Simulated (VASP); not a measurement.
Crystal: BeTe.

```
Te Be
1.0
     0.00000    2.77000    2.77000
     2.77000    0.00000    2.77000
     2.77000    2.77000    0.00000
Te Be
1 1
Cartesian
  4.1550 4.1550 4.1550
  0.0000 0.0000 0.0000
```

```yaml
Program: VASP 6.6.1
Task: relaxation of cell and atoms
Functional: HF
Potentials_or_basis: VASP PAW PBE potentials, release 64 (Te, Be)
Cutoff: 600 eV
k_mesh: 4 × 4 × 4
Occupations: fermi-dirac, width 0.05 eV
Spin: no spin polarisation
```

At the start: pressure 6.0 GPa; volume 21.25 Å³/atom.

Question: Where does the relaxation end?

Answer: Over 3 steps the energy falls by 32.2 meV/atom and the volume is 23.09 Å³/atom (+8.6 %); space group F-43m (No. 216, to 0.05 Å).

The path:
```
step  energy change (eV)  largest force (eV/Å)  pressure (GPa)  volume (Å³)
   1              0.0000                0.0000            6.01        42.51
   2             -0.0564                0.0000           -1.77        47.60
   3             -0.0644                0.0000            0.00        46.17
```

Final structure:
```
Te Be
1.0
     0.00000    2.84738    2.84738
     2.84738    0.00000    2.84738
     2.84738    2.84738    0.00000
Te Be
1 1
Cartesian
  4.2711 4.2711 4.2711
  0.0000 0.0000 0.0000
```

Caveat: the k mesh is coarse (spacing up to 0.49 Å⁻¹), so the values aren't converged, least of all with exact exchange; the PAW data sets were made with another functional, which shifts forces and pressure a little.
